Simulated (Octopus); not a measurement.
## In: single point with PBE

The system is In.

```
In
1.0
    -1.62547    1.62547    2.47370
     1.62547   -1.62547    2.47370
     1.62547    1.62547   -2.47370
In
1
Direct
  0.00000 0.00000 0.00000
```

| Property | Result |
| --- | --- |
| Program | Octopus 16.4 |
| Task | single point |
| Functional | PBE |
| Potentials or basis | pseudodojo_pbe (PseudoDojo 0.5, PBE) |
| Grid spacing | 0.147 Å |
| k mesh | 11 × 11 × 11 |
| Occupations | fermi-dirac, width 0.05 eV |
| Spin | no spin polarisation |
| Eigensolver | chebyshev_filter |
| k-point symmetries used | yes |
| ConvRelDens | 3e-07 |
| ExtraStates | 5 |
| DerivativesOrder | 8 |

| Quantity | Value |
| --- | --- |
| Band gap on the k mesh | none (metal or under the smearing width) |

Levels at points of the mesh, in eV from the Fermi level:
```
           k point  band 4  band 5  band 6  band 7  band 8  band 9
(0.00, 0.00, 0.00)  -14.58  -14.48   -9.59   10.53   10.53   10.69
```

Run time: 5.8 min on 1 thread of Arm Neoverse V1, with other jobs on the host, peak memory 1.3 GiB.
